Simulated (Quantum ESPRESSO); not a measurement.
# PbS (Galena) under changes of volume

One of the cells (26.086 Å³/atom); the others are scaled copies at fixed shape and fractional positions:

```
Pb S
1.0
     0.00000    2.96575    2.96575
     2.96575    0.00000    2.96575
     2.96575    2.96575    0.00000
Pb S
1 1
Direct
  0.00000 0.00000 0.00000
  0.50000 0.50000 0.50000
```

```yaml
Program: Quantum ESPRESSO 7.5
Functional: PBEsol
Potentials_or_basis: PseudoDojo 0.4.1 SR PBEsol standard
Cutoff: 762 eV
Density_cutoff: 3048 eV
k_mesh: 8 × 8 × 8
Occupations: fermi-dirac, width 0.05 eV
Spin: no spin polarisation
```

```tsv
volume (Å³/atom)	energy over the lowest point (meV/atom)	pressure (GPa)	gap on the mesh (eV)
24.521	11.13	3.1	0.01
25.042	3.35	1.7	0.10
25.564	0.00	0.4	0.18
26.086	0.71	-0.8	0.26
26.607	5.11	-1.9	0.33
27.129	12.82	-2.9	0.40
27.651	?	?	?
```

Problem. What does the run at 27.651 Å³/atom give?

Solution. Energy over the lowest point 23.50 meV/atom; pressure -3.7 GPa; gap on the mesh 0.46 eV.

Worked out: A Birch-Murnaghan fit of order 3 (a polynomial in V^(-2/3)) to the other rows has its minimum at 25.73 Å³/atom with B0 = V·E''(V) = 59 GPa and B' = 3.8. It gives 23.58 meV/atom at 27.651 Å³/atom, against the run's 23.50, and -dE/dV = -3.7 GPa, against -3.7.

Energies are extrapolated to zero smearing.

Caveats: spin-orbit coupling is left out, which as a rule narrows the gap of such compounds by several tenths of an eV.

A mesh can miss the band edges.
